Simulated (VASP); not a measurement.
## Ta: relaxation of cell and atoms with PBE+D3(BJ)

Crystal: Ta.

```
Ta
1.0
    -1.64286    1.64286    1.64286
     1.64286   -1.64286    1.64286
     1.64286    1.64286   -1.64286
Ta
1
Direct
  0.00000 0.00000 0.00000
```

```json
{"Program": "VASP 6.6.1", "Task": "relaxation of cell and atoms", "Functional": "PBE", "Dispersion": "D3(BJ)", "Potentials or basis": "VASP PAW PBE potentials, release 64 (Ta_pv)", "Cutoff": "520 eV", "k mesh": "18 × 18 × 18", "Occupations": "gaussian, width 0.1 eV", "Spin": "no spin polarisation", "Further INCAR settings": "ALGO = Normal; EDIFF = 1e-07; IBRION = 2; EDIFFG = -0.002; NSW = 80; ISIF = 3"}
```

```
Pressure after relaxing    : 0.0 GPa
Band gap on the k mesh     : none (metal or under the smearing width)
Dispersion energy per atom : -0.673 eV
```

Final structure:
```
Ta
1.0
    -1.64286    1.64286    1.64286
     1.64286   -1.64286    1.64286
     1.64286    1.64286   -1.64286
Ta
1
Direct
  0.00000 0.00000 0.00000
```

Levels at points of the mesh, in eV from the Fermi level:
```
           k point  band 2  band 3  band 4  band 5  band 6  band 7  band 8  band 9
(0.00, 0.00, 0.00)  -33.02  -33.02   -7.99    0.72    0.72    0.72    4.05    4.05
(0.50, 0.00, 0.00)  -33.42  -33.03   -4.46   -1.60    1.65    3.94    4.99    7.94
(0.50, 0.50, 0.50)  -33.88  -33.88   -3.91   -3.91    6.95    6.95    6.95    8.79
```

Run time: 22 s on 1 thread of AMD EPYC 7R13 Processor (Zen 3), on a shared host, peak memory 0.14 GiB.

Caveat: the relaxation stopped at its first step, so nothing moved; pairwise dispersion overbinds metals, which lowers pressure and volume. The run has no spin-orbit coupling, so splittings on Ta are missing.
